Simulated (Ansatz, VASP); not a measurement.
# GaN in VASP and in Ansatz

```
Ga N
1.0
     3.18000    0.00000    0.00000
    -1.59000    2.75396    0.00000
     0.00000    0.00000    5.16600
Ga N
2 2
Direct
  0.33333 0.66667 0.99897
  0.66667 0.33333 0.49897
  0.33333 0.66667 0.37603
  0.66667 0.33333 0.87603
```

Alike in both runs: functional LDA; k mesh 9 × 9 × 6; no spin polarisation.

Ansatz relaxed the structure, and its values are those at the end. VASP's run is a single point on that final structure, the one shown.

|  | VASP | Ansatz |
| --- | --- | --- |
| version | VASP 6.6.1 | Ansatz 0.2.0 |
| potentials or method | VASP PAW LDA potentials, release 64 (Ga_d, N) | scalar-relativistic, plane waves, PAW |
| plane-wave cutoff (eV) | 520 | 420 |
| occupations | gaussian, width 0.01 eV | fixed |
| valence electrons in the cell | 36 | 36 |

Ansatz gave:

* gap on the k mesh at the Fermi level (eV): 1.99
* least direct gap on the mesh (eV): 1.99
* pressure (GPa): -4.5

Estimate VASP's values.

gap on the k mesh at the Fermi level (eV): 2.00; least direct gap on the mesh (eV): 2.00; pressure (GPa): -3.5.

Ansatz warned: «stress_scf_threshold_loose».

As with any semilocal functional, this LDA gap is likely too small.
